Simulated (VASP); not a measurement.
# Ge (P6_3/mmc) in VASP: a series of runs

Runs on Ge. Level: r2SCAN. Tasks: single point.

Everything below comes from runs of VASP 6.6.1. Logs are shortened: lines on timing, memory, paths and dates and some standing lists are left out, and cuts for length are marked.

## (1) The crystal as given

The structure is hexagonal, space group P6_3/mmc (No. 194). The conventional cell has a = 3.998 Å, b = 3.998 Å, c = 6.599 Å, α = 90.00°, β = 90.00°, γ = 120.00°. Around Ge (site symmetry 3m) lie 4 Ge at 2.45 to 2.47 Å.

This isn't the form of Ge at room conditions, which is diamond.

## (2) Single point, r2SCAN

The input, INCAR:

```
SYSTEM = Ge
ADDGRID = .False.
ALGO = Normal
EDIFF = 1E-6
ENCUT = 350
ISIF = 2
ISMEAR = 0
LASPH = .True.
LCHARG = .False.
LMIXTAU = .True.
LREAL = .False.
LWAVE = .False.
METAGGA = R2SCAN
NBANDS = 36
NELM = 100
PREC = Accurate
SIGMA = 0.05
```

The input, KPOINTS:

```
k-points
0
Gamma
  4 4 2
  0 0 0
```

The input, POSCAR:

```
Ge
1.0
    3.9975858431      0.0000000000      0.0000000000
   -1.9987929216      3.4620108940      0.0000000000
    0.0000000000      0.0000000000      6.5993779500
Ge
4
Direct
    0.3333333333      0.6666666667      0.9370987500
    0.6666666667      0.3333333333      0.4370987500
    0.3333333333      0.6666666667      0.5629012500
    0.6666666667      0.3333333333      0.0629012500
```

Potentials or basis: VASP PAW PBE potentials, release 64 (Ge_d).

Command:

```sh
$ cat potpaw_PBE.64/Ge_d/POTCAR > POTCAR
$ mpirun -np 1 vasp_std > vasp.out
```

OUTCAR:

```text
SYSTEM = Ge
   EDIFF = 1E-6
   ENCUT = 350
   ISIF = 2
   ISMEAR = 0
   LASPH = .True.
   LREAL = .False.
   METAGGA = R2SCAN
   NELM = 100
   PREC = Accurate

 Found      8 irreducible k-points:

 Following reciprocal coordinates:
            Coordinates               Weight
  0.000000  0.000000  0.000000      1.000000
  0.250000  0.000000  0.000000      6.000000
  0.500000  0.000000  0.000000      3.000000
  0.250000  0.250000  0.000000      6.000000
  0.000000  0.000000  0.500000      1.000000
  0.250000  0.000000  0.500000      6.000000
   k-points           NKPTS =      8   k-points in BZ     NKDIM =      8   number of bands    NBANDS=     36
   number of dos      NEDOS =    301   number of ions     NIONS =      4
   total plane-waves  NPLWV =  23040
   dimension x,y,z NGX =    24 NGY =   24 NGZ =   40
   dimension x,y,z NGXF=    48 NGYF=   48 NGZF=   80
   ions per type =               4
   NGX,Y,Z   is equivalent  to a cutoff of   9.98,  9.98, 10.08 a.u.
   NGXF,Y,Z  is equivalent  to a cutoff of  19.96, 19.96, 20.15 a.u.
 SYSTEM =  Ge
   PREC   = accura    normal or accurate (medium, high low for compatibility)
   ISTART =      0    job   : 0-new  1-cont  2-samecut
   ICHARG =      2    charge: 1-file 2-atom 10-const
   ISPIN  =      1    spin polarized calculation?
   LNONCOLLINEAR =      F non collinear calculations
   LSORBIT =      F    spin-orbit coupling
   LASPH  =      T    aspherical Exc in radial PAW
   ENCUT  =  350.0 eV  25.72 Ry    5.07 a.u.   6.10  6.10 10.07*2*pi/ulx,y,z
   NELM   =    100;   NELMIN=  2; NELMDL= -5     # of ELM steps
   EDIFF  = 0.1E-05   stopping-criterion for ELM
   LREAL  =      F    real-space projection
   EDIFFG = 0.1E-04   stopping-criterion for IOM
   NSW    =      0    number of steps for IOM
   IBRION =     -1    ionic relax: 0-MD 1-quasi-New 2-CG
   NFREE  =      0    steps in history (QN), initial steepest desc. (CG)
   ISIF   =      2    stress and relaxation
   ISYM   =      2    0-nonsym 1-usesym 2-fastsym
   POTIM  = 0.5000    time-step for ionic-motion
   TEBEG  =    0.0;   TEEND  =   0.0 temperature during run
   PSTRESS=    0.0 pullay stress
   NELECT =      56.0000    total number of electrons
   NUPDOWN=      -1.0000    fix difference up-down
   EMIN   =  10.00;   EMAX   =-10.00  energy-range for DOS
   EFERMI =   0.00;   METHOD = LEGACY
   ISMEAR =     0;   SIGMA  =   0.05  broadening in eV -4-tet -1-fermi 0-gaus
   EFERMI_NEDOS =   21; number of points for ismear=-14 and -15
   IALGO  =     38    algorithm
   IMIX   =      4    mixing-type and parameters
     AMIX     =   0.40;   BMIX     =  1.00
     AMIX_MAG =   1.60;   BMIX_MAG =  1.00
  volume/ion in A,a.u.               =      22.83       154.09
  Fermi-wavevector in a.u.,A,eV,Ry     =   1.390789  2.628209 26.317650  1.934293
  Thomas-Fermi vector in A             =   2.514690
   LORBIT       =      0    0 simple, 1 ext, 2 COOP (PROOUT), +10 PAW based schemes
   METAGGA = R2SCAN    functional components
   LHFCALC =     F    Hartree Fock is set to
   AEXX    =    0.0000 exact exchange contribution
   IVDW    =     0    specifies the selected vdW correction
   LEPSILON=     F    determine dielectric tensor
   LRPA    =     F    only Hartree local field effects (RPA)
 non-spin polarized calculation
 Gauss-broadening in eV      SIGMA  =   0.05
  energy-cutoff  :      350.00
  volume of cell :       91.33
 maximum number of plane-waves:      1372
   NGX = 13   NGY = 13   NGZ = 21

 number of electron      55.9999900 magnetization

 Free energy of the ion-electron system (eV)
  ---------------------------------------------------
  ext. energy  EPLUGINS =         0.00000000
  ---------------------------------------------------
  free energy    TOTEN  =       -55.18839299 eV

  energy without entropy =      -55.18682509  energy(sigma->0) =      -55.18760904

 E-fermi :   4.9463     XC(G=0): -10.7598

 val. band max:        4.9047316363   @ k =   0.0000   0.0000   0.0000
 cond. band min:       4.9713916477   @ k =   0.0000   0.0000   0.0000
 fundamental gap:      0.0666600113
 Fermi energy:         4.9463351303

 k-point     1 :       0.0000    0.0000    0.0000
  band No.  band energies     occupation
      1     -20.7672      2.00000
      2     -20.7671      2.00000
      3     -20.7358      2.00000
      4     -20.7258      2.00000
      5     -20.7258      2.00000
      6     -20.7226      2.00000
[... 28 lines left out ...]
     35       9.6047      0.00000
     36      11.4807      0.00000

 k-point     2 :       0.2500    0.0000    0.0000
  band No.  band energies     occupation
      1     -20.7896      2.00000
      2     -20.7738      2.00000
      3     -20.7586      2.00000
      4     -20.7391      2.00000
      5     -20.7210      2.00000
      6     -20.6933      2.00000
[... 28 lines left out ...]
     35      11.6179      0.00000
     36      11.9477      0.00000

 k-point     3 :       0.5000    0.0000    0.0000
  band No.  band energies     occupation
      1     -20.7870      2.00000
      2     -20.7805      2.00000
      3     -20.7750      2.00000
      4     -20.7462      2.00000
      5     -20.6988      2.00000
      6     -20.6803      2.00000
[... 28 lines left out ...]
     35      12.7919      0.00000
     36      13.5166      0.00000

 k-point     4 :       0.2500    0.2500    0.0000
  band No.  band energies     occupation
      1     -20.7897      2.00000
      2     -20.7882      2.00000
      3     -20.7759      2.00000
      4     -20.7616      2.00000
      5     -20.6798      2.00000
      6     -20.6610      2.00000
[... 28 lines left out ...]
     35      11.1803      0.00000
     36      12.0425      0.00000

 k-point     5 :       0.0000    0.0000    0.5000
  band No.  band energies     occupation
      1     -20.7508      2.00000
      2     -20.7508      2.00000
      3     -20.7507      2.00000
      4     -20.7507      2.00000
      5     -20.7278      2.00000
      6     -20.7278      2.00000
[... 28 lines left out ...]
     35      10.8285      0.00000
     36      10.8285      0.00000

 k-point     6 :       0.2500    0.0000    0.5000
  band No.  band energies     occupation
      1     -20.7646      2.00000
      2     -20.7646      2.00000
      3     -20.7589      2.00000
      4     -20.7589      2.00000
      5     -20.7181      2.00000
      6     -20.7181      2.00000
[... 28 lines left out ...]
     35      10.8972      0.00000
     36      10.8972      0.00000

 [... further k-points ...]

------------------------ aborting loop because EDIFF is reached ----------------------------------------

  FORCE on cell =-STRESS in cart. coord.  units (eV):
  Direction    XX          YY          ZZ          XY          YZ          ZX
  --------------------------------------------------------------------------------------
  -------------------------------------------------------------------------------------
  Total        0.4637904      0.4637904     -0.7251814     -0.0000000      0.0000000     -0.0000000
  in kB        8.1358526      8.1358526    -12.7211981     -0.0000000      0.0000000     -0.0000000
  external PRESSURE =       1.1835024 kB  Pullay stress =       0.0000000 kB

 VOLUME and BASIS-vectors are now :
 -----------------------------------------------------------------------------
  energy-cutoff  :      350.00
  volume of cell :       91.33
      direct lattice vectors                 reciprocal lattice vectors
     3.997585843  0.000000000  0.000000000     0.250150976  0.144424733  0.000000000
    -1.998792922  3.462010894  0.000000000     0.000000000  0.288849467  0.000000000
     0.000000000  0.000000000  6.599377950     0.000000000  0.000000000  0.151529433

 POSITION                                       TOTAL-FORCE (eV/Angst)
 -----------------------------------------------------------------------------------
     -0.00000      2.30801      6.18427         0.000000     -0.000000      0.019381
      1.99879      1.15400      2.88458         0.000000      0.000000      0.019381
     -0.00000      2.30801      3.71480        -0.000000      0.000000     -0.019381
      1.99879      1.15400      0.41511         0.000000      0.000000     -0.019381
 -----------------------------------------------------------------------------------
    total drift:                               -0.000000      0.000000     -0.000000

  FREE ENERGIE OF THE ION-ELECTRON SYSTEM (eV)
  ---------------------------------------------------
  free  energy   TOTEN  =       -55.1883929870 eV

  energy  without entropy=      -55.1868250914  energy(sigma->0) =      -55.18760904
```

Run time: 40 s. Hardware: 1 thread of Intel Xeon 6975P-C (Granite Rapids), shared host; peak memory 0.15 GiB.

The run converged, but some of its settings lie outside the range that counts as converged, so its numbers aren't taken as properties of the crystal.

Results:

```yaml
Free_energy: -55.1884 eV
Largest_force: 0.019 eV/Å
Band_gap_on_the_k_mesh: 0.07 eV, direct
```

Caveat: the k mesh is coarse (spacing up to 0.48 Å⁻¹), so the values aren't converged; the cutoff is under 1.25 times the usual one of these potentials, so pressure, stress and relaxed cells hold a basis-set (Pulay) error; the PAW data sets were made with another functional, which shifts forces and pressure a little.

## (3) Single point, r2SCAN

Changes to INCAR since step 2:

```diff
@@ -4,3 +4,3 @@
 EDIFF = 1E-6
-ENCUT = 350
+ENCUT = 200
 ISIF = 2
```

The input, KPOINTS:

```
k-points
0
Gamma
  5 5 3
  0 0 0
```

POSCAR is that of step 2.

Potentials or basis: VASP PAW PBE potentials, release 64 (Ge_d).

Command:

```sh
$ cat potpaw_PBE.64/Ge_d/POTCAR > POTCAR
$ mpirun -np 1 vasp_std > vasp.out
```

Wall time 51 s (1 thread of Intel Xeon 6975P-C (Granite Rapids), shared host); peak memory 0.12 GiB.

The run converged, but a check on its numbers failed (symmetry, net force, bounds or a known fault of this set-up), so they aren't taken as properties of the crystal.

Caveat: the k mesh is coarse (spacing up to 0.36 Å⁻¹), so the values aren't converged; the cutoff lies under the usual one of these potentials, so the numbers hold a large basis-set error; a pressure of tens of GPa on the cell as given is suspect, and the run, the potentials or the cell itself is likely at fault; the PAW data sets were made with another functional, which shifts forces and pressure a little.

## (4) Single point, r2SCAN

Changes to INCAR since step 3:

```diff
@@ -4,3 +4,3 @@
 EDIFF = 1E-6
-ENCUT = 200
+ENCUT = 400
 ISIF = 2
```

The input, KPOINTS:

```
k-points
0
Gamma
  4 4 2
  0 0 0
```

POSCAR is that of step 3.

Command:

```sh
$ cat potpaw_PBE.64/Ge_d/POTCAR > POTCAR
$ mpirun -np 1 vasp_std > vasp.out
```

It took 57 s on 1 thread of Intel Xeon 6975P-C (Granite Rapids), shared host; peak memory 0.18 GiB.

The run converged, but some of its settings lie outside the range that counts as converged, so its numbers aren't taken as properties of the crystal.

Results:

```
Free energy            : -55.1821 eV
Pressure               : -0.2 GPa
Largest force          : 0.010 eV/Å
Band gap on the k mesh : 0.07 eV, direct
```

Caveat: the k mesh is coarse (spacing up to 0.48 Å⁻¹), so the values aren't converged; the PAW data sets were made with another functional, which shifts forces and pressure a little.

## (5) The reference run

An earlier run on the cell as given: functional PBE; potentials or basis VASP PAW PBE potentials, release 64 (Ge_d); cutoff 520 eV; k mesh 8 × 8 × 4; occupations fermi-dirac, width 0.05 eV; no spin polarisation.

- Pressure: 2.9 GPa
- Largest force: 0.014 eV/Å
- Band gap on the k mesh: 0.12 eV, direct
